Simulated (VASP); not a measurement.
ZrSiO4 (Zircon), 12 atoms in the cell. The structure is tetragonal, space group I4_1/amd (No. 141). The conventional cell has a = 6.607 Å, b = 6.607 Å, c = 5.982 Å, α = 90.00°, β = 90.00°, γ = 90.00°. Zr (site symmetry -4m2) is surrounded by 8 O at 2.13 to 2.27 Å. Si (site symmetry -4m2) has 4 O at 1.62 Å as nearest neighbours. O (site symmetry m) has 1 Si at 1.62 Å as nearest neighbours. 

- Program: VASP 6.6.1
- Task: relaxation of cell and atoms
- Functional: PBE
- Dispersion: D3(BJ)
- Potentials or basis: VASP PAW PBE potentials, release 64 (Zr_sv, Si, O)
- Cutoff: 600 eV
- k mesh: 6 × 6 × 6
- Occupations: gaussian, width 0.03 eV
- Spin: no spin polarisation
- Further INCAR settings: ALGO = Normal; EDIFF = 1e-06; IBRION = 2; EDIFFG = -0.01; NSW = 90; ISIF = 3

Potentials or basis: VASP PAW PBE potentials, release 64 (Zr_sv, Si, O).

Command:

```bash
$ cat potpaw_PBE.64/Zr_sv/POTCAR potpaw_PBE.64/Si/POTCAR potpaw_PBE.64/O/POTCAR > POTCAR
$ mpirun -np 4 vasp_std > vasp.out
```

Hardware: 4 MPI ranks on Intel(R) Xeon(R) Platinum 8488C (Sapphire Rapids), with other jobs on the host.

Task: How long does it take, and how much memory?

Result: It took 4.5 min on 4 MPI ranks on Intel(R) Xeon(R) Platinum 8488C (Sapphire Rapids), on a shared host, peak memory 0.48 GiB a rank. Counts: scf iterations 58, k points 30, ion steps 7.
